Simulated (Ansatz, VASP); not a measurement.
**Al (a cell with a defect): VASP beside Ansatz**

```
CELL_PARAMETERS angstrom
-6.02309 6.02309 0.00000
-6.02309 0.00000 6.02309
0.00000 6.02309 6.02309
ATOMIC_POSITIONS crystal
Al 0.33069 0.00000 0.00000
Al 0.00000 0.33069 0.00000
Al 0.00000 0.00000 0.33069
Al 0.66931 0.00000 0.00000
Al 0.33348 0.33348 0.99956
Al 0.33348 0.99956 0.33348
Al 0.00000 0.66931 0.00000
Al 0.99956 0.33348 0.33348
Al 0.00000 0.00000 0.66931
Al 0.66931 0.33069 0.00000
Al 0.66931 0.00000 0.33069
Al 0.33069 0.66931 0.00000
Al 0.33348 0.33348 0.33348
Al 0.33069 0.00000 0.66931
Al 0.00000 0.66931 0.33069
Al 0.00000 0.33069 0.66931
Al 0.66652 0.66652 0.00044
Al 0.66722 0.33278 0.33278
Al 0.66652 0.00044 0.66652
Al 0.33278 0.66722 0.33278
Al 0.33278 0.33278 0.66722
Al 0.00044 0.66652 0.66652
Al 0.66722 0.66722 0.33278
Al 0.66722 0.33278 0.66722
Al 0.33278 0.66722 0.66722
Al 0.66652 0.66652 0.66652
```

Change from the starting cell: Al vacancy (site a), charge +0, atoms relaxed at the host's cell.

Alike in both runs: functional PBEsol; k mesh 4 × 4 × 4; occupations gaussian, width 0.1 eV; no spin polarisation.

Ansatz relaxed the structure, and its values are those at the end. VASP's run is a single point on that final structure, the one shown.

```csv
,VASP,Ansatz
version,VASP 6.6.1,Ansatz 0.2.0
potentials or method,"VASP PAW PBE potentials, release 64 (Al)","scalar-relativistic, plane waves, PAW"
plane-wave cutoff (eV),520,420
valence electrons in the cell,78,78
```

|  | VASP | Ansatz | Ansatz less VASP |
| --- | --- | --- | --- |
| gap on the k mesh at the Fermi level (eV) | none | none | - |
| rms of the force components (eV/Å) | 0.006 | 0.008 | +0.0016 |

A gap of «none» marks a metal or a gap that the smearing closes.

Caveats: the PAW data sets were made with another functional, which shifts forces and pressure a little (VASP).
